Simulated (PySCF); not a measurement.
Choosing a molecule for a target property.

Species are written as SMILES; each is one conformer at its optimised geometry, gas phase (atoms past krypton carry core potentials, spin–orbit coupling is left out); the electronic structure was computed with PySCF and density fitting.

The conformers computed, where there is a choice (atom-mapped SMILES and torsion angles):
- `[CH3:1][CH2:2][CH:3]([OH:4])[CH2:5][CH3:6]`: C1–C2–C3–O4 -57°, C2–C3–C5–C6 -177°, H–O4–C3–C2 -62°
- `[CH2:1]=[C:2]([CH3:3])[SiH2:4][PH:5][SiH3:6]`: C1–C2–Si4–P5 118°, C2–Si4–P5–Si6 -58°
- `[CH3:1][CH2:2][O:3][CH:4]([CH3:5])[CH3:6]`: C1–C2–O3–C4 -175°, C2–O3–C4–C5 161°
- `[CH3:1][CH2:2][CH2:3][O:4][CH2:5][CH3:6]`: C1–C2–C3–O4 180°, C2–C3–O4–C5 180°, C3–O4–C5–C6 -179°

Question: Wanted: dipole moment above 1 D (CAM-B3LYP/def2-SVPD) and vertical ionisation energy below 9.6 eV (ΔSCF CAM-B3LYP/def2-SVPD), at PBE0-D3(BJ)/def2-SVP geometries. Which candidate meets both?
A. `C(C(O)CC)C`
B. `C=C(C)[SiH2]P[SiH3]`
C. `C(OCC)CC`
D. `CCOC(C)C`

Answer: D. Computed values:
```
            species  dipole moment  vertical ionisation energy
C=C(C)[SiH2]P[SiH3]         0.85 D                     9.05 eV
           C(OCC)CC         1.04 D                     9.67 eV
           CCOC(C)C         1.20 D                     9.54 eV
         C(C(O)CC)C         1.66 D                    10.17 eV
```

Question: Wanted: lowest triplet excitation (Tamm–Dancoff) below 7 eV (TDA CAM-B3LYP/def2-SVPD) and HOMO energy below -10 eV (CAM-B3LYP/def2-SVPD), at PBE0-D3(BJ)/def2-SVP geometries. Which candidate meets both?
A. `CCC(O)CC`
B. `[O]=[W](=[O])([F])[F]`
C. `CCOC(C)C`
D. `C=C(C)[SiH2]P[SiH3]`

Answer: B. Computed values:
| species | lowest triplet excitation (Tamm–Dancoff) | HOMO energy |
| --- | --- | --- |
| C=C(C)[SiH2]P[SiH3] | 4.13 eV | -8.41 eV |
| [O]=[W](=[O])([F])[F] | 4.89 eV | -11.43 eV |
| CCC(O)CC | 6.84 eV | -9.31 eV |
| CCOC(C)C | 7.05 eV | -8.76 eV |

Question: Wanted: smallest rotational constant below 1.4 GHz (PBE0-D3(BJ)/def2-SVP) and static isotropic polarisability above 50 au (CAM-B3LYP/def2-SVPD), at PBE0-D3(BJ)/def2-SVP geometries. Which candidate meets both?
A. `CCC(O)CC`
B. `[O]=[W](=[O])([F])[F]`
C. `c1ccccc1[NH3+]`
D. `C=C(C)[SiH2]P[SiH3]`

Answer: D. Computed values:
| species | smallest rotational constant | static isotropic polarisability |
| --- | --- | --- |
| C=C(C)[SiH2]P[SiH3] | 1.041 GHz | 120.5 au |
| CCC(O)CC | 1.661 GHz | 68.1 au |
| c1ccccc1[NH3+] | 1.724 GHz | 70.8 au |
| [O]=[W](=[O])([F])[F] | 3.075 GHz | 41.2 au |
